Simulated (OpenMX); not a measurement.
Sc:

```
Sc
1.0
     0.00000    2.26000    2.26000
     2.26000    0.00000    2.26000
     2.26000    2.26000    0.00000
Sc
1
Direct
  0.00000 0.00000 0.00000
```

This isn't the form of Sc at room conditions, which is hcp.

* Program: OpenMX 3.8.5
* Task: single point
* Functional: PBE
* Potentials or basis: OpenMX 2013 PBE set, Sc7.0-s3p2d1, grid cutoff 350 Ry
* k mesh: 11 × 11 × 11
* Occupations: fermi-dirac, width 0.05 eV
* Spin: no spin polarisation

On this cell: pressure 4.3 GPa; band gap on the k mesh none (metal or under the smearing width).

The same run follows on a disturbed copy (cell strained at random at fixed volume):

```
CELL_PARAMETERS angstrom
-0.01168 2.25030 2.29529
2.24844 -0.02351 2.30712
2.21212 2.22582 0.01281
ATOMIC_POSITIONS crystal
Sc 0.99182 0.00078 0.99550
```

Question: What does the disturbed cell give?

Answer: The energy (extrapolated to zero smearing) moves by +2.5 meV/atom; pressure 4.4 GPa; band gap on the k mesh none (metal or under the smearing width).

Caveats: the transition metal has a single d function, too few for pressures, volumes and moments; the basis of atomic orbitals isn't converged, which shifts pressures, moduli and gaps.
